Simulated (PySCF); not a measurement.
Two species compared at the same levels of theory.

First species: maleic anhydride, C4H2O3.
SMILES: `O=C1C=CC(=O)O1`

Second species: C6H10NP.
SMILES: `N#CCCPC1CC1`

Levels: CAM-B3LYP/def2-SVPD for dipole moment, HOMO energy, LUMO energy, HOMO–LUMO gap, static isotropic polarisability and electronic spatial extent ⟨r²⟩ about the centre of nuclear charge; TDDFT CAM-B3LYP/def2-SVPD for lowest singlet excitation; TDA CAM-B3LYP/def2-SVPD for lowest triplet excitation (Tamm–Dancoff); GFN2-xTB for rotational constant A and rotational constant C. Geometries: GFN2-xTB. Each structure is a single optimised conformer of the isolated species, non-relativistic unless stated. Electronic properties by PySCF.

Dipoles, sizes and rotational constants follow the conformer. The torsions of the flexible species, by atom-mapped SMILES:
- `[N:1]#[C:2][CH2:3][CH2:4][PH:5][CH:6]1[CH2:7][CH2:8]1`: C2–C3–C4–P5 -179°, C3–C4–P5–C6 -171°, C4–P5–C6–C7 -163°

Q: Which has the higher HOMO energy?

A: The second: -8.72 eV against -10.37 eV, a difference of 1.65 eV.

Q: Which of the two has the higher HOMO–LUMO gap, and by how much?

A: The second: 9.56 eV against 8.15 eV, a difference of 1.41 eV.

Q: Which of the two has the higher rotational constant C, and by how much?

A: The first: 1.827 GHz against 0.601 GHz, a difference of 1.226 GHz.

Q: Which has the higher rotational constant A?

A: The first: 6.921 GHz against 5.483 GHz, a difference of 1.438 GHz.

Q: Which of the two has the higher T1 energy, and by how much?

A: The second: 5.47 eV against 3.62 eV, a difference of 1.85 eV.

Q: Which of the two has the higher ⟨r²⟩, and by how much?

A: The second: 1817 bohr² against 608 bohr², a difference of 1209 bohr².

Q: Which of the two has the higher LUMO energy, and by how much?

A: The second: 0.84 eV against -2.22 eV, a difference of 3.06 eV.

Q: Which has the higher static isotropic polarisability?

A: The second: 98.3 au against 53.3 au, a difference of 45.0 au.

On the first: The polarisability is 7.89 Å³ as a volume (1 au = 0.148185 Å³), or 1.07 au for each of the 50 electrons. The 8 singlets span 4.13 to 8.42 eV, and their oscillator strengths add up to 0.42.

On the second: The polarisability is 14.57 Å³ as a volume (1 au = 0.148185 Å³), or 1.45 au for each of the 68 electrons. S1 lies 3.03 eV below the HOMO–LUMO gap; its leading configuration is HOMO→LUMO, weight 0.85.
